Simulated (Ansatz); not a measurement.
A run of Ansatz 0.2.0 is set up as follows.

Contents of input.yaml:

```yaml
crystal:
  lattice:
    - [-1.726539, 1.775547, 2.338342]
    - [1.726539, -1.775547, 2.338342]
    - [1.726539, 1.775547, -2.338342]
  atoms:
    - { symbol: Sn, position: [0.0, 0.0, 0.0] }
kpoints:
  mp_grid: { grid: [11, 11, 11] }
scf:
  occupations: { method: fermi_dirac, width: 0.05 }
hamiltonian:
  xc: blyp
  dispersion: d3bj
  pseudopotentials: { kind: all_electron, lapw: { basis_error: 0.001 } }
output:
  forces: true
  stress: true
relax:
  f_tol: 0.005
  max_steps: 60
  cell: {}
```

Potentials or basis: all-electron LAPW, scalar-relativistic.

Command:

```sh
$ ansatz run input.yaml --threads 1 --pin off --max-ram 3072MiB --backend cpu --events-out ev --progress --plain --runs-dir out
```

(1) What does it give for the relaxed volume?

(2) Estimate the space group after relaxing (to 0.05 Å).

(3) What does it give for the relaxed cell?

## Answers

(1) 27.64 Å³/atom.

(2) I4/mmm (No. 139).

(3) a = 3.376 Å, b = 3.376 Å, c = 3.376 Å, α = 118.95°, β = 118.95°, γ = 91.83°.
